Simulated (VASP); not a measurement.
# HgTe (I-4m2) in VASP: a series of runs

Aim: see how the results for HgTe move with the level of theory and the settings. Levels: HSE(alpha, omega). Tasks: single point.

Program: VASP 6.6.1. These are calculated values, not measurements. Logs are shortened: lines on timing, memory, paths and dates and some standing lists are left out, and cuts for length are marked.

### 1 The structure

The structure is tetragonal, space group I-4m2 (No. 119). The conventional cell has a = 6.091 Å, b = 6.091 Å, c = 3.119 Å, α = 90.00°, β = 90.00°, γ = 90.00°. Around Hg (site symmetry -4m2) lie 2 Hg at 3.12 Å and 4 Te at 3.14 Å. Te (site symmetry -4m2) has 2 Te at 3.12 Å and 4 Hg at 3.14 Å as nearest neighbours.

Measurements of this composition are mostly on another form, of space group No. 216.

### 2 Single point, HSE(alpha, omega)

File POSCAR:

```
HgTe
1.0
   -3.0456030000      3.0456030000      1.5594100000
    3.0456030000     -3.0456030000      1.5594100000
    3.0456030000      3.0456030000     -1.5594100000
Hg Te
1 1
Direct
    0.7500000000      0.2500000000      0.5000000000
    0.0000000000      0.0000000000      0.0000000000
```

File INCAR.step1:

```
SYSTEM = HgTe
ALGO = Normal
EDIFF = 1E-5
ENCUT = 520
GGA = PE
ISIF = 2
ISMEAR = -1
LASPH = .True.
LREAL = .False.
LWAVE = .True.
NELM = 80
PREC = Accurate
SIGMA = 0.05
```

File INCAR.step2:

```
SYSTEM = HgTe
AEXX = 0.25
ALGO = Normal
EDIFF = 1E-7
ENCUT = 520
GGA = PE
HFSCREEN = 0.2
ISIF = 2
ISMEAR = -1
ISTART = 1
LASPH = .True.
LCHARG = .False.
LHFCALC = .True.
LREAL = .False.
LWAVE = .False.
NELM = 80
PREC = Accurate
PRECFOCK = Fast
SIGMA = 0.05
```

File KPOINTS:

```
k-points
0
Gamma
  5 5 5
  0 0 0
```

Potentials or basis: VASP PAW PBE potentials, release 64 (Hg, Te).

Run with:

```sh
$ cat potpaw_PBE.64/Hg/POTCAR potpaw_PBE.64/Te/POTCAR > POTCAR
$ cp INCAR.step1 INCAR
$ mpirun -np 1 vasp_std > vasp.out
$ cp INCAR.step2 INCAR
$ mpirun -np 1 vasp_std > vasp.out
```

OUTCAR:

```text
SYSTEM = HgTe
   AEXX = 0.25
   EDIFF = 1E-7
   ENCUT = 520
   GGA = PE
   HFSCREEN = 0.2
   ISIF = 2
   ISMEAR = -1
   ISTART = 1
   LASPH = .True.
   LHFCALC = .True.
   LREAL = .False.
   NELM = 80
   PREC = Accurate
   PRECFOCK = Fast

 ion  position               nearest neighbor table
   1  0.750  0.250  0.500-   2 3.14   2 3.14   2 3.14   2 3.14
   2  0.000  0.000  0.000-   1 3.14   1 3.14   1 3.14   1 3.14

  LATTYP: Found a body centered tetragonal cell.
 ALAT       =     6.0912060000
 C/A-ratio  =     0.5120201156

  Lattice vectors:

 A1 = (  -3.0456030000,   3.0456030000,   1.5594100000)
 A2 = (   3.0456030000,  -3.0456030000,   1.5594100000)
 A3 = (   3.0456030000,   3.0456030000,  -1.5594100000)

Analysis of symmetry for initial positions (statically):
=====================================================================
 Subroutine PRICEL returns:
 Original cell was already a primitive cell.

 Routine SETGRP: Setting up the symmetry group for a
 body centered tetragonal supercell.

 Subroutine GETGRP returns: Found  8 space group operations
 (whereof  8 operations were pure point group operations)
 out of a pool of 16 trial point group operations.

The static configuration has the point symmetry D_2d.

Analysis of symmetry for dynamics (positions and initial velocities):
=====================================================================
 Subroutine PRICEL returns:
 Original cell was already a primitive cell.

 Routine SETGRP: Setting up the symmetry group for a
 body centered tetragonal supercell.

 Subroutine GETGRP returns: Found  8 space group operations
 (whereof  8 operations were pure point group operations)
 out of a pool of 16 trial point group operations.

The dynamic configuration has the point symmetry D_2d.

 Subroutine INISYM returns: Found  8 space group operations
 (whereof  8 operations are pure point group operations),
 and found     1 'primitive' translations

----------------------------------------------------------------------------------------

                                     Primitive cell

  volume of cell :      57.8585

  direct lattice vectors                    reciprocal lattice vectors
    -3.045603000  3.045603000  1.559410000     0.000000000  0.164171102  0.320634086
     3.045603000 -3.045603000  1.559410000     0.164171102  0.000000000  0.320634086
     3.045603000  3.045603000 -1.559410000     0.164171102  0.164171102  0.000000000

  length of vectors
     4.580737366  4.580737366  4.580737366     0.360219888  0.360219888  0.232172999

  position of ions in fractional coordinates (direct lattice)
     0.750000000  0.250000000  0.500000000
     0.000000000  0.000000000  0.000000000

  ion indices of the primitive-cell ions
   primitive index   ion index
                 1           1
                 2           2

----------------------------------------------------------------------------------------

 KPOINTS: k-points

Automatic generation of k-mesh.
 Grid dimensions read from file:
 generate k-points for:    5    5    5

 Generating k-lattice:

  Cartesian coordinates                     Fractional coordinates (reciprocal lattice)
     0.000000000  0.032834220  0.064126817     0.200000000 -0.000000000  0.000000000
     0.032834220  0.000000000  0.064126817    -0.000000000  0.200000000  0.000000000
     0.032834220  0.032834220  0.000000000     0.000000000  0.000000000  0.200000000

  Length of vectors
     0.072043978  0.072043978  0.046434600

  Shift w.r.t. Gamma in fractional coordinates (k-lattice)
     0.000000000  0.000000000  0.000000000

 Subroutine IBZKPT returns following result:
 ===========================================

 Found     18 irreducible k-points:

 Following reciprocal coordinates:
            Coordinates               Weight
  0.000000  0.000000  0.000000      1.000000
  0.200000  0.000000  0.000000      8.000000
  0.400000  0.000000  0.000000      8.000000
  0.200000  0.200000  0.000000      8.000000
  0.400000  0.200000  0.000000     16.000000
 -0.400000  0.200000  0.000000     16.000000
[... 10 lines left out ...]
 -0.400000  0.400000  0.400000      4.000000
 -0.400000 -0.400000  0.400000      2.000000
   k-points           NKPTS =     18   k-points in BZ     NKDIM =    125   number of bands    NBANDS=     13
   number of dos      NEDOS =    301   number of ions     NIONS =      2
   total plane-waves  NPLWV =  46656
   dimension x,y,z NGX =    36 NGY =   36 NGZ =   36
   dimension x,y,z NGXF=    72 NGYF=   72 NGZF=   72
   ions per type =               1   1
   NGX,Y,Z   is equivalent  to a cutoff of  13.07, 13.07, 13.07 a.u.
   NGXF,Y,Z  is equivalent  to a cutoff of  26.13, 26.13, 26.13 a.u.
 SYSTEM =  HgTe
   PREC   = accura    normal or accurate (medium, high low for compatibility)
   ISTART =      1    job   : 0-new  1-cont  2-samecut
   ICHARG =      0    charge: 1-file 2-atom 10-const
   ISPIN  =      1    spin polarized calculation?
   LNONCOLLINEAR =      F non collinear calculations
   LSORBIT =      F    spin-orbit coupling
   LASPH  =      T    aspherical Exc in radial PAW
   ENCUT  =  520.0 eV  38.22 Ry    6.18 a.u.   8.52  8.52  8.52*2*pi/ulx,y,z
   NELM   =     80;   NELMIN=  2; NELMDL=  0     # of ELM steps
   EDIFF  = 0.1E-06   stopping-criterion for ELM
   LREAL  =      F    real-space projection
   EDIFFG = 0.1E-05   stopping-criterion for IOM
   NSW    =      0    number of steps for IOM
   IBRION =     -1    ionic relax: 0-MD 1-quasi-New 2-CG
   NFREE  =      0    steps in history (QN), initial steepest desc. (CG)
   ISIF   =      2    stress and relaxation
   ISYM   =      3    0-nonsym 1-usesym 2-fastsym
   POTIM  = 0.5000    time-step for ionic-motion
   TEBEG  =    0.0;   TEEND  =   0.0 temperature during run
   PSTRESS=    0.0 pullay stress
   NELECT =      18.0000    total number of electrons
   NUPDOWN=      -1.0000    fix difference up-down
   EMIN   =  10.00;   EMAX   =-10.00  energy-range for DOS
   EFERMI =   0.00;   METHOD = LEGACY
   ISMEAR =    -1;   SIGMA  =   0.05  broadening in eV -4-tet -1-fermi 0-gaus
   EFERMI_NEDOS =   21; number of points for ismear=-14 and -15
   IALGO  =     38    algorithm
   IMIX   =      1    mixing-type and parameters
     AMIX     =   0.40;   BMIX     =  1.00
     AMIX_MAG =   1.60;   BMIX_MAG =  1.00
  volume/ion in A,a.u.               =      28.93       195.22
  Fermi-wavevector in a.u.,A,eV,Ry     =   1.109286  2.096246 16.742166  1.230515
  Thomas-Fermi vector in A             =   2.245823
   LORBIT       =      0    0 simple, 1 ext, 2 COOP (PROOUT), +10 PAW based schemes
   GGA     = PE    functional components
   LHFCALC =     T    Hartree Fock is set to
   PRECFOCK=fast      Normal, Fast or Accurate (Low or Medium for compatibility)
   ENCUT4O =  -1.0   cutoff for four orbital integrals eV
   NKREDX  =     1    reduce k-point grid by
   NKREDY  =     1    reduce k-point grid by
   NKREDZ  =     1    reduce k-point grid by
   AEXX    =    0.2500 exact exchange contribution
   HFSCREEN=    0.2000 screening length (either q_TF or 0.3 A-1)
   HFSCREENC=   0.2000 screening length for correlation (either q_TF or 0.3 A-1)
   ENCUTFOCK=  -1.0 apply spherical cutoff to Coloumb kernel
   IVDW    =     0    specifies the selected vdW correction
   LEPSILON=     F    determine dielectric tensor
   LRPA    =     F    only Hartree local field effects (RPA)
 non-spin polarized calculation
  energy-cutoff  :      520.00
  volume of cell :       57.86
 maximum number of plane-waves:      1571
 NGX is ok and might be reduce to    36
  NGX = 20; NGY = 20; NGZ = 20

 number of electron      18.0000002 magnetization

 Free energy of the ion-electron system (eV)
  ---------------------------------------------------
  ext. energy  EPLUGINS =         0.00000000
  ---------------------------------------------------
  free energy    TOTEN  =        -3.98416708 eV

  energy without entropy =       -3.97060874  energy(sigma->0) =       -3.97738791

 E-fermi :   4.0208     XC(G=0):  -8.1571

 val. band max:        3.9488145786   @ k =  -0.4000  -0.4000   0.2000
 cond. band min:       4.0461943241   @ k =  -0.4000   0.2000   0.0000
 fundamental gap:      0.0973797455
 Fermi energy:         4.0208431013

 k-point     1 :       0.0000    0.0000    0.0000
  band No.  band energies     occupation
      1      -9.6205      2.00000
      2      -4.5592      2.00000
      3      -3.8238      2.00000
      4      -3.7639      2.00000
      5      -3.3338      2.00000
      6      -3.3338      2.00000
      7       0.5970      2.00000
      8       1.3567      2.00000
      9       1.3567      2.00000
     10       8.2549      0.00000
     11       9.2663      0.00000
     12      11.9427      0.00000
     13      11.9427      0.00000

 k-point     2 :       0.2000    0.0000    0.0000
  band No.  band energies     occupation
      1      -8.9365      2.00000
      2      -4.0008      2.00000
      3      -3.7990      2.00000
      4      -3.7623      2.00000
      5      -3.6070      2.00000
      6      -3.5967      2.00000
      7      -0.0120      2.00000
      8       1.7906      2.00000
      9       3.5015      1.99994
     10       4.3602      0.00225
     11       9.9118      0.00000
     12      10.3660      0.00000
     13      12.0426      0.00000

 k-point     3 :       0.4000    0.0000    0.0000
  band No.  band energies     occupation
      1      -7.3156      2.00000
      2      -4.0716      2.00000
      3      -3.9519      2.00000
      4      -3.7533      2.00000
      5      -3.5749      2.00000
      6      -3.2017      2.00000
      7      -0.4450      2.00000
      8       1.4391      2.00000
      9       2.6547      2.00000
     10       4.9875      0.00000
     11       8.1911      0.00000
     12       8.8926      0.00000
     13      10.4472      0.00000

 k-point     4 :       0.2000    0.2000    0.0000
  band No.  band energies     occupation
      1      -7.3965      2.00000
      2      -4.0808      2.00000
      3      -3.9986      2.00000
      4      -3.7544      2.00000
      5      -3.5954      2.00000
      6      -3.1153      2.00000
      7      -0.2997      2.00000
      8       1.4528      2.00000
      9       3.1092      2.00000
     10       5.1668      0.00000
     11       7.1307      0.00000
     12       9.2138      0.00000
     13      10.2870      0.00000

 k-point     5 :       0.4000    0.2000    0.0000
  band No.  band energies     occupation
      1      -7.1752      2.00000
      2      -4.0939      2.00000
      3      -3.9591      2.00000
      4      -3.6196      2.00000
      5      -3.5592      2.00000
      6      -3.3019      2.00000
      7      -0.4702      2.00000
      8       0.4707      2.00000
      9       2.8353      2.00000
     10       5.4569      0.00000
     11       7.2831      0.00000
     12       9.9273      0.00000
     13      10.8117      0.00000
[... 161 lines left out ...]
 k-point    16 :      -0.2000   -0.2000    0.2000
  band No.  band energies     occupation
      1      -7.5123      2.00000
      2      -4.0466      2.00000
      3      -4.0466      2.00000
      4      -3.7899      2.00000
      5      -3.6157      2.00000
      6      -3.0232      2.00000
      7      -0.0848      2.00000
      8       3.0025      2.00000
      9       3.0025      2.00000
     10       3.5320      1.99989
     11       7.3766      0.00000
     12       9.1174      0.00000
     13       9.1174      0.00000

 k-point    17 :      -0.4000    0.4000    0.4000
  band No.  band energies     occupation
      1      -8.9713      2.00000
      2      -4.5909      2.00000
      3      -3.5922      2.00000
      4      -3.5086      2.00000
      5      -3.3044      2.00000
      6      -3.2777      2.00000
      7      -1.5895      2.00000
      8      -0.5274      2.00000
      9       1.1963      2.00000
     10       7.8390      0.00000
     11      11.6231      0.00000
     12      12.3897      0.00000
     13      12.5018      0.00000

 k-point    18 :      -0.4000   -0.4000    0.4000
  band No.  band energies     occupation
      1      -8.3972      2.00000
      2      -4.0643      2.00000
      3      -3.6551      2.00000
      4      -3.6551      2.00000
      5      -3.5281      2.00000
      6      -3.2004      2.00000
      7       0.0393      2.00000
      8       0.1152      2.00000
      9       0.1152      2.00000
     10       3.6786      1.99787
     11      12.7714      0.00000
     12      12.7714      0.00000
     13      13.2240      0.00000

------------------------ aborting loop because EDIFF is reached ----------------------------------------

  FORCE on cell =-STRESS in cart. coord.  units (eV):
  Direction    XX          YY          ZZ          XY          YZ          ZX
  --------------------------------------------------------------------------------------
  -------------------------------------------------------------------------------------
  Total       -1.1948621     -1.1948621      0.6282270      0.0000000     -0.0000000      0.0000000
  in kB      -33.0873115    -33.0873115     17.3964376      0.0000000     -0.0000000      0.0000000
  external PRESSURE =     -16.2593951 kB  Pullay stress =       0.0000000 kB

 VOLUME and BASIS-vectors are now :
 -----------------------------------------------------------------------------
  energy-cutoff  :      520.00
  volume of cell :       57.86
      direct lattice vectors                 reciprocal lattice vectors
    -3.045603000  3.045603000  1.559410000     0.000000000  0.164171102  0.320634086
     3.045603000 -3.045603000  1.559410000     0.164171102  0.000000000  0.320634086
     3.045603000  3.045603000 -1.559410000     0.164171102  0.164171102  0.000000000

 POSITION                                       TOTAL-FORCE (eV/Angst)
 -----------------------------------------------------------------------------------
      0.00000      3.04560      0.77970         0.000000     -0.000000     -0.000000
      0.00000      0.00000      0.00000        -0.000000      0.000000      0.000000
 -----------------------------------------------------------------------------------
    total drift:                               -0.000000      0.000000      0.000000

  FREE ENERGIE OF THE ION-ELECTRON SYSTEM (eV)
  ---------------------------------------------------
  free  energy   TOTEN  =        -3.9841670838 eV

  energy  without entropy=       -3.9706087420  energy(sigma->0) =       -3.97738791
```

Wall time 16 min (1 thread of Intel Xeon Platinum 8559C (Emerald Rapids), shared host); peak memory 0.31 GiB.

Results:

* Free energy: -3.9842 eV
* Pressure: -1.6 GPa
* Band gap on the k mesh: none (metal or under the smearing width)

Stress tensor (GPa, compression positive):
```
-3.31  0.00  0.00
 0.00 -3.31  0.00
 0.00  0.00  1.74
```

Caveat: the k mesh is coarse (spacing up to 0.45 Å⁻¹), so the values aren't converged, least of all with exact exchange; the PAW data sets were made with another functional, which shifts forces and pressure a little.

### 3 Single point, HSE(alpha, omega)

POSCAR is that of step 2.

INCAR.step1 is that of step 2.

INCAR.step2, as its differences from that of step 2:

```diff
@@ -6,3 +6,3 @@
 GGA = PE
-HFSCREEN = 0.2
+HFSCREEN = 0.3
 ISIF = 2
```

KPOINTS is that of step 2.

Potentials or basis: VASP PAW PBE potentials, release 64 (Hg, Te).

Run with:

```sh
$ cat potpaw_PBE.64/Hg/POTCAR potpaw_PBE.64/Te/POTCAR > POTCAR
$ cp INCAR.step1 INCAR
$ mpirun -np 1 vasp_std > vasp.out
$ cp INCAR.step2 INCAR
$ mpirun -np 1 vasp_std > vasp.out
```

It took 18 min on 1 thread of Intel Xeon Platinum 8559C (Emerald Rapids), shared host; peak memory 0.31 GiB.

Results (log left out):

```yaml
Free_energy: -3.8332 eV
Pressure: -1.3 GPa
Band_gap_on_the_k_mesh: none (metal or under the smearing width)
```

Stress tensor (GPa, compression positive):
```
-3.01  0.00  0.00
 0.00 -3.01  0.00
 0.00  0.00  2.03
```

Levels at points of the mesh, in eV from the Fermi level:
```
           k point  band 7  band 8  band 9  band 10  band 11  band 12
(0.00, 0.00, 0.00)   -3.34   -2.55   -2.55     4.09     5.14     7.76
```

Caveat: the k mesh is coarse (spacing up to 0.45 Å⁻¹), so the values aren't converged, least of all with exact exchange; the PAW data sets were made with another functional, which shifts forces and pressure a little. The run has no spin-orbit coupling, so splittings on Hg, Te are missing.
